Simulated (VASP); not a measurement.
# Input and output of a VASP PBEsol single-point calculation on WS2 (1T (CdI2) bulk)

INCAR

```
LREAL = .FALSE.
NBANDS = 20
LELF = .TRUE.
ISIF = 2
PREC = Accurate
NELM = 120
NSW = 0
EDIFF = 1E-7
GGA = PS
SIGMA = 0.02
LASPH = .TRUE.
LCHARG = .TRUE.
LWAVE = .FALSE.
ENCUT = 520
ISMEAR = -1
IBRION = -1
```

KPOINTS

```
KPOINTS created by Atomic Simulation Environment
0
Gamma
12 12 4
0 0 0
```

KPOINTS_OPT

```
special points
7
Reciprocal
0.0000000000 0.0000000000 0.0000000000 1
0.5000000000 0.0000000000 0.0000000000 1
0.3333333333 0.3333333333 0.0000000000 1
0.0000000000 0.0000000000 0.5000000000 1
0.5000000000 0.0000000000 0.5000000000 1
0.3333333333 0.3333333333 0.5000000000 1
0.3333333333 0.3333333333 0.2500000000 1
```

POSCAR

```
W  S
 1.0000000000000000
     3.2287643908896588    0.0000000000000000    0.0000000000000000
    -1.6143821954448294    2.7961919853450339   -0.0000000000000000
     0.0000000000000000   -0.0000000000000000    5.9936453114130721
 W   S
   1   2
Cartesian
 -0.0000000000000000  0.0000000000000000 -0.0000000000000000
  0.0000000000000001  1.8641279902300221  1.5384683658988785
  1.6143821954448292  0.9320639951150110  4.4551769455141939
```

VASP ran with the recommended PBE PAW datasets (26 valence electrons in the cell).

Command

```
mpirun -np 1 vasp_std
```

OSZICAR

```
N       E                     dE             d eps       ncg     rms          rms(c)
DAV:   1     0.194669089570E+03    0.19467E+03   -0.13009E+04  2760   0.130E+03
DAV:   2    -0.157219306708E+02   -0.21039E+03   -0.20402E+03  3292   0.339E+02
DAV:   3    -0.256329254797E+02   -0.99110E+01   -0.97928E+01  3468   0.690E+01
DAV:   4    -0.257755775473E+02   -0.14265E+00   -0.14241E+00  3296   0.889E+00
DAV:   5    -0.257780332912E+02   -0.24557E-02   -0.24554E-02  3428   0.122E+00    0.257E+01
DAV:   6    -0.245880028044E+02    0.11900E+01   -0.78473E+00  2992   0.174E+01    0.108E+01
DAV:   7    -0.244328992006E+02    0.15510E+00   -0.20066E+00  2912   0.742E+00    0.569E+00
DAV:   8    -0.243593909677E+02    0.73508E-01   -0.37901E-01  3136   0.379E+00    0.120E+00
DAV:   9    -0.243585973205E+02    0.79365E-03   -0.12969E-02  3284   0.798E-01    0.480E-01
DAV:  10    -0.243582217726E+02    0.37555E-03   -0.43846E-03  3212   0.461E-01    0.623E-02
DAV:  11    -0.243581752609E+02    0.46512E-04   -0.84659E-04  3092   0.187E-01    0.633E-02
DAV:  12    -0.243581715088E+02    0.37521E-05   -0.70018E-05  3188   0.601E-02    0.179E-02
DAV:  13    -0.243581777142E+02   -0.62054E-05   -0.85407E-06  3208   0.201E-02    0.106E-02
DAV:  14    -0.243581777071E+02    0.70954E-08   -0.19405E-06  3376   0.777E-03    0.430E-03
DAV:  15    -0.243581776819E+02    0.25234E-07   -0.31686E-07  3132   0.390E-03
   1 F= -.24358178E+02 E0= -.24357326E+02  d E =-.170389E-02
       N       E                     dE             ncg
DAV:   1     0.167252061718E+04   -0.63355E+04      280
DAV:   2     0.234460099427E+03   -0.14381E+04      308
DAV:   3     0.167563918430E+03   -0.66896E+02      364
DAV:   4     0.166564109542E+03   -0.99981E+00      328
DAV:   5     0.166545688001E+03   -0.18422E-01      332
DAV:   6     0.166545124921E+03   -0.56308E-03      336
DAV:   7     0.166545101673E+03   -0.23247E-04      336
DAV:   8     0.166545100694E+03   -0.97991E-06      320
DAV:   9     0.166545100649E+03   -0.44790E-07      224
```

From OUTCAR

```
k-points           NKPTS =     69   k-points in BZ     NKDIM =     69   number of bands    NBANDS=     20

   NELECT =      26.0000    total number of electrons

   dimension x,y,z NGX =    24 NGY =   24 NGZ =   48
   dimension x,y,z NGXF=    48 NGYF=   48 NGZF=   96

  energy-cutoff  :      520.00
  volume of cell :       54.11
      direct lattice vectors                 reciprocal lattice vectors
     3.228764391  0.000000000  0.000000000     0.309716002  0.178814617  0.000000000
    -1.614382195  2.796191985  0.000000000     0.000000000  0.357629235  0.000000000
     0.000000000  0.000000000  5.993645311     0.000000000  0.000000000  0.166843373

 k-points in reciprocal lattice and weights: KPOINTS created by Atomic Simulation Env
   0.00000000  0.00000000  0.00000000       0.002
   0.08333333 -0.00000000  0.00000000       0.010
   0.16666667 -0.00000000  0.00000000       0.010
   0.25000000 -0.00000000  0.00000000       0.010
   0.33333333 -0.00000000  0.00000000       0.010
   0.41666667 -0.00000000  0.00000000       0.010
   0.50000000 -0.00000000  0.00000000       0.005
   0.08333333  0.08333333  0.00000000       0.010
   ...

 E-fermi :   7.3994

 k-point     1 :       0.0000    0.0000    0.0000
  band No.  band energies     occupation
      1     -67.4863      2.00000
      2     -31.6496      2.00000
      3     -31.6496      2.00000
      4     -31.6181      2.00000
      5      -8.2009      2.00000
      6      -6.2128      2.00000
      7      -0.2913      2.00000
      8       3.0188      2.00000
      9       3.0188      2.00000
     10       5.6401      2.00000
     11       6.2552      2.00000
     12       6.5493      2.00000
     13       6.5493      2.00000
     14       6.8147      2.00000
     15       6.8147      2.00000
     16      10.7452      0.00000
     17      10.7452      0.00000
     18      12.8460      0.00000
     19      12.9176      0.00000
     20      16.5117      0.00000

 k-point     2 :       0.0833   -0.0000    0.0000
  band No.  band energies     occupation
      1     -67.4854      2.00000
      2     -31.6695      2.00000
      3     -31.6543      2.00000
      4     -31.6145      2.00000
      5      -8.0834      2.00000
      6      -6.1968      2.00000
      7      -0.1461      2.00000
      8       2.7724      2.00000
      9       3.0850      2.00000
     10       5.5267      2.00000
     11       5.7982      2.00000
     12       5.9443      2.00000
     13       6.2924      2.00000
     14       7.2240      1.99969
     15       7.4063      0.83017
     16      10.4874      0.00000
     17      10.7264      0.00000
     18      13.3624      0.00000
     19      13.4648      0.00000
     20      16.2234      0.00000

 k-point     3 :       0.1667   -0.0000    0.0000
  band No.  band energies     occupation
      1     -67.4828      2.00000
      2     -31.7236      2.00000
      3     -31.6669      2.00000
      4     -31.6046      2.00000
      5      -7.7470      2.00000
      6      -6.1521      2.00000
      7       0.2671      2.00000
      8       2.3041      2.00000
      9       3.2302      2.00000
     10       4.1408      2.00000
     11       5.3655      2.00000
     12       5.7677      2.00000
     13       6.1461      2.00000
     14       7.5283      0.00317
     15       7.9378      0.00000
     16      10.4220      0.00000
     17      10.7859      0.00000
     18      14.2078      0.00000
     19      14.4618      0.00000
     20      16.0724      0.00000

 k-point     4 :       0.2500   -0.0000    0.0000
  band No.  band energies     occupation
      1     -67.4794      2.00000
      2     -31.7967      2.00000
      3     -31.6842      2.00000
      4     -31.5912      2.00000
      5      -7.2443      2.00000
      6      -6.0830      2.00000
      7       0.8396      2.00000
      8       1.9572      2.00000
      9       2.7094      2.00000
     10       3.3021      2.00000
     11       5.0690      2.00000
     12       5.2018      2.00000
     13       5.9168      2.00000
     14       7.9594      0.00000
     15       8.2528      0.00000
     16      10.9797      0.00000
     17      11.0311      0.00000
     18      14.1349      0.00000
     19      14.6552      0.00000
     20      15.7899      0.00000

 k-point     5 :       0.3333   -0.0000    0.0000
  band No.  band energies     occupation
      1     -67.4759      2.00000
      2     -31.8689      2.00000
      3     -31.7015      2.00000
      4     -31.5777      2.00000
      5      -6.6937      2.00000
      6      -5.9708      2.00000
      7       0.9601      2.00000
      8       1.6510      2.00000
      9       2.1809      2.00000
     10       3.2086      2.00000
     11       4.3160      2.00000
     12       5.0680      2.00000
     13       5.7448      2.00000
     14       8.5025      0.00000
     15       8.5823      0.00000
     16      11.3391      0.00000
     17      11.6126      0.00000
     18      13.3242      0.00000
     19      13.9784      0.00000
     20      15.4321      0.00000

 k-point     6 :       0.4167   -0.0000    0.0000
  band No.  band energies     occupation
      1     -67.4734      2.00000
      2     -31.9211      2.00000
      3     -31.7140      2.00000
      4     -31.5678      2.00000
      5      -6.3402      2.00000
      6      -5.7383      2.00000
      7       0.1537      2.00000
      8       1.7844      2.00000
      9       2.5000      2.00000
     10       3.0722      2.00000
     11       3.6590      2.00000
     12       5.1574      2.00000
     13       5.6336      2.00000
     14       8.7708      0.00000
     15       9.2644      0.00000
     16      11.2375      0.00000
     17      11.5578      0.00000
     18      13.0120      0.00000
     19      13.7307      0.00000
     20      15.3722      0.00000

 k-point     7 :       0.5000   -0.0000    0.0000
  band No.  band energies     occupation
      1     -67.4725      2.00000
      2     -31.9401      2.00000
      3     -31.7186      2.00000
      4     -31.5641      2.00000
      5      -6.2577      2.00000
      6      -5.5702      2.00000
      7      -0.2157      2.00000
      8       2.1440      2.00000
      9       2.2420      2.00000
     10       3.0151      2.00000
     11       3.5942      2.00000
     12       5.1960      2.00000
     13       5.5951      2.00000
     14       8.9055      0.00000
     15       9.6217      0.00000
     16      10.8689      0.00000
     17      11.6329      0.00000
     18      12.6377      0.00000
     19      14.0711      0.00000
     20      15.7118      0.00000

 k-point     8 :       0.0833    0.0833    0.0000
  band No.  band energies     occupation
      1     -67.4836      2.00000
      2     -31.7055      2.00000
      3     -31.6640      2.00000
      4     -31.6078      2.00000
      5      -7.8562      2.00000
      6      -6.1666      2.00000
      7       0.1352      2.00000
      8       2.4312      2.00000
      9       3.1710      2.00000
     10       4.7359      2.00000
     11       5.1206      2.00000
     12       5.8907      2.00000
     13       6.3299      2.00000
     14       7.6133      0.00005
     15       7.6349      0.00002
     16      10.5218      0.00000
     17      10.5751      0.00000
     18      14.0242      0.00000
     19      14.3437      0.00000
     20      15.9935      0.00000

 k-point     9 :       0.1667    0.0833    0.0000
  band No.  band energies     occupation
      1     -67.4806      2.00000
      2     -31.7665      2.00000
      3     -31.6816      2.00000
      4     -31.5961      2.00000
      5      -7.4338      2.00000
      6      -6.1111      2.00000
      7       0.6527      2.00000
      8       2.0442      2.00000
      9       3.0462      2.00000
     10       3.6236      2.00000
     11       4.5804      2.00000
     12       5.5949      2.00000
     13       6.2912      2.00000
     14       7.7418      0.00000
     15       8.1610      0.00000
     16      10.4307      0.00000
     17      11.0883      0.00000
     18      14.5545      0.00000
     19      15.1749      0.00000
     20      15.9562      0.00000

 k-point    10 :       0.2500    0.0833    0.0000
  band No.  band energies     occupation
      1     -67.4772      2.00000
      2     -31.8359      2.00000
      3     -31.7020      2.00000
      4     -31.5826      2.00000
      5      -6.8923      2.00000
      6      -6.0301      2.00000
      7       1.1810      2.00000
      8       1.8065      2.00000
      9       2.1205      2.00000
     10       3.2365      2.00000
     11       4.3878      2.00000
     12       4.8571      2.00000
     13       6.2847      2.00000
     14       7.9997      0.00000
     15       8.6759      0.00000
     16      10.5757      0.00000
     17      11.8303      0.00000
     18      13.9502      0.00000
     19      14.7690      0.00000
     20      15.4630      0.00000

 ...

  Total       -1.0020772     -1.0020772      0.1073534      0.0000000      0.0000000      0.0000000
  in kB      -29.6699897    -29.6699897      3.1785720      0.0000000      0.0000000      0.0000000
  external PRESSURE =     -18.7204691 kB  Pullay stress =       0.0000000 kB

 POSITION                                       TOTAL-FORCE (eV/Angst)
 -----------------------------------------------------------------------------------
      0.00000      0.00000      0.00000        -0.000000      0.000000      0.000000
      0.00000      1.86413      1.53847         0.000000      0.000000      0.067195
      1.61438      0.93206      4.45518        -0.000000     -0.000000     -0.067195
 -----------------------------------------------------------------------------------
    total drift:                               -0.000000      0.000000     -0.000000

  FREE ENERGIE OF THE ION-ELECTRON SYSTEM (eV)
  ---------------------------------------------------
  free  energy   TOTEN  =       -24.3581776819 eV

  energy  without entropy=      -24.3564737946  energy(sigma->0) =      -24.35732574
```

The gap between bands v and c is -1.40 eV (bands overlap: a metal) and the least direct gap is 0.00 eV. The pressure is -1.9 GPa. The largest force is 0.07 eV/Å.

Band v is the last that the valence electrons fill when counted band by band, and c is the next.

The run took about 25 s on one core of a shared host (Intel Xeon 6975P-C) and held 0.25 GiB at most.
